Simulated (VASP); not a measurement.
Wanted: the native input for a VASP 6.6.1 run.

| Item | Value |
| --- | --- |
| Task | relaxation of the atoms |
| Functional | RPBE |
| Dispersion | D4 |
| Potentials or basis | VASP PAW PBE potentials, release 64 (K_sv) |
| Cutoff | 520 eV |
| k mesh | 5 × 5 × 1 |
| Occupations | fermi-dirac, width 0.05 eV |
| Spin | no spin polarisation |
| Dipole correction | yes |
| Atoms held fixed (from 0) | [0, 1] |
| Further INCAR settings | ALGO = Normal; EDIFF = 1e-06; IBRION = 2; EDIFFG = -0.02; NSW = 60 |

The structure of K lies in POSCAR:

```
K
1.0
    4.7968325411      0.0000000000      0.0000000000
    0.0000000000      4.7968325411      0.0000000000
    0.0000000000      0.0000000000     25.1756184540
K
4
Selective dynamics
Direct
    0.5000000000      0.5000000000      0.2979072794  F F F
    0.0000000000      0.0000000000      0.4326357598  F F F
    0.5000000000      0.5000000000      0.5673642402  T T T
    0.0000000000      0.0000000000      0.7020927206  T T T
```

The slab is cut from a database's or a generator's crystal, which needn't be the stable form of the element.

One way to write it, as run:

INCAR

```
PREC     = Accurate       # precision mode
ENCUT    = 520            # plane-wave cutoff, eV
EDIFF    = 1E-6           # SCF threshold, eV
ISMEAR   = -1             # smearing method
SIGMA    = 0.05           # smearing width, eV
LREAL    = False          # projectors in reciprocal space
LASPH    = True           # aspherical terms in the spheres
NELM     = 100            # most SCF steps
ALGO     = Normal         # electronic algorithm
ISIF     = 2              # what is computed and relaxed
LWAVE    = False          # write WAVECAR
LCHARG   = False          # write CHGCAR
LDIPOL   = True         
IDIPOL   = 3            
DIPOL    = 0.5 0.5 0.500
GGA      = RP             # functional
IVDW     = 13             # dispersion correction
IBRION   = 2              # ionic algorithm
NSW      = 60             # ionic steps
EDIFFG   = -0.02          # ionic threshold
```

KPOINTS

```
Automatic mesh
0
Gamma
  5 5 1
```

Potentials or basis: VASP PAW PBE potentials, release 64 (K_sv).

The run is started by

```sh
$ cat potpaw_PBE.64/K_sv/POTCAR > POTCAR
$ mpirun -np 1 vasp_std > vasp.out
```

Results of the run:

- Energy gained by relaxing: 0.4 meV/atom
- Ionic steps: 5
- Band gap on the k mesh: none (metal or under the smearing width)
- Dispersion energy per atom: -0.082 eV

Wall time 5.3 min on 1 thread of Intel(R) Xeon(R) Platinum 8259CL CPU @ 2.50GHz (Skylake/Cascade Lake), with other jobs on the host, peak memory 0.58 GiB.
